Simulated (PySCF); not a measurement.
Species: N,N-dimethylacetamide, C4H9NO.
Bonds: C1–C2, C2–O3 (double), C2–N4, N4–C5, N4–C6. Hydrogens: H7, H8, H9 on C1; H10, H11, H12 on C5; H13, H14, H15 on C6.

The same species was optimised twice, with GFN2-xTB and with PBE0-D3(BJ)/def2-SVP (PySCF), and the same property calculations (PySCF, gas phase) were run on both structures.

```json
{"coordinate": "C2–N4 (Å)", "GFN2-xTB": "1.356", "PBE0-D3(BJ)/def2-SVP": "1.372", "change": "+0.016"}
{"coordinate": "N4–C5 (Å)", "GFN2-xTB": "1.441", "PBE0-D3(BJ)/def2-SVP": "1.437", "change": "-0.004"}
{"coordinate": "N4–C6 (Å)", "GFN2-xTB": "1.445", "PBE0-D3(BJ)/def2-SVP": "1.441", "change": "-0.004"}
{"coordinate": "C2=O3 (Å)", "GFN2-xTB": "1.216", "PBE0-D3(BJ)/def2-SVP": "1.217", "change": "+0.001"}
{"coordinate": "C1–C2 (Å)", "GFN2-xTB": "1.514", "PBE0-D3(BJ)/def2-SVP": "1.515", "change": "+0.001"}
{"coordinate": "C1–C2–O3 (°)", "GFN2-xTB": "121.8", "PBE0-D3(BJ)/def2-SVP": "120.7", "change": "-1.1"}
{"coordinate": "C1–C2–N4 (°)", "GFN2-xTB": "116.4", "PBE0-D3(BJ)/def2-SVP": "117.4", "change": "+1.0"}
{"coordinate": "C2–N4–C5 (°)", "GFN2-xTB": "124.9", "PBE0-D3(BJ)/def2-SVP": "125.3", "change": "+0.4"}
{"coordinate": "C2–N4–C6 (°)", "GFN2-xTB": "119.0", "PBE0-D3(BJ)/def2-SVP": "118.8", "change": "-0.2"}
{"coordinate": "C5–N4–C6 (°)", "GFN2-xTB": "115.7", "PBE0-D3(BJ)/def2-SVP": "115.9", "change": "+0.2"}
{"coordinate": "O3–C2–N4 (°)", "GFN2-xTB": "121.8", "PBE0-D3(BJ)/def2-SVP": "121.9", "change": "+0.1"}
{"coordinate": "C1–C2–N4–C5 (°)", "GFN2-xTB": "3", "PBE0-D3(BJ)/def2-SVP": "1", "change": "-2"}
```

Rotational constants: A = 4929, B = 3499, C = 2129 MHz (GFN2-xTB) against A = 4944, B = 3431, C = 2107 MHz (PBE0-D3(BJ)/def2-SVP). Atoms that the bonding makes alike are paired by their places after alignment.

On the GFN2-xTB structure: HOMO (eV) -6.85 [PBE0/pcSseg-1]; LUMO (eV) 0.99 [PBE0/pcSseg-1]; dipole (D) 3.99 [PBE0/pcSseg-1]; GIAO shielding of C1 (ppm) 163.3 [PBE0/pcSseg-1]; GIAO shielding of C2 (ppm) 17.0 [PBE0/pcSseg-1]; GIAO shielding of O3 (ppm) -94.9 [PBE0/pcSseg-1]; GIAO shielding of N4 (ppm) 151.8 [PBE0/pcSseg-1]; GIAO shielding of C5 (ppm) 148.8 [PBE0/pcSseg-1]; GIAO shielding of C6 (ppm) 152.2 [PBE0/pcSseg-1].

Problem. What do these properties become on the PBE0-D3(BJ)/def2-SVP structure?

Solution. 
```csv
property,level,on GFN2-xTB,on PBE0-D3(BJ)/def2-SVP,change
HOMO (eV),PBE0/pcSseg-1,-6.85,-6.87,-0.02
LUMO (eV),PBE0/pcSseg-1,0.99,0.88,-0.11
dipole (D),PBE0/pcSseg-1,3.99,3.87,-0.12
"energy, GFN2-xTB geometry as zero (kcal/mol)",PBE0/pcSseg-1,0.0,-0.4,-0.4
GIAO shielding of C1 (ppm),PBE0/pcSseg-1,163.3,161.6,-1.7
GIAO shielding of C2 (ppm),PBE0/pcSseg-1,17.0,16.4,-0.6
GIAO shielding of O3 (ppm),PBE0/pcSseg-1,-94.9,-103.1,-8.2
GIAO shielding of N4 (ppm),PBE0/pcSseg-1,151.8,147.2,-4.6
GIAO shielding of C5 (ppm),PBE0/pcSseg-1,148.8,147.4,-1.4
GIAO shielding of C6 (ppm),PBE0/pcSseg-1,152.2,152.1,-0.1
```

The heavy atoms differ by 0.021 Å rms after alignment (one structure mirrored). Among the bonds compared C2–N4 changes most (+0.016 Å). Changes are differences of the printed values. Neither structure is proved a minimum here.

Conformer computed: `[CH3:1][C:2](=[O:3])[N:4]([CH3:5])[CH3:6]`: C1–C2–N4–C5 1°.
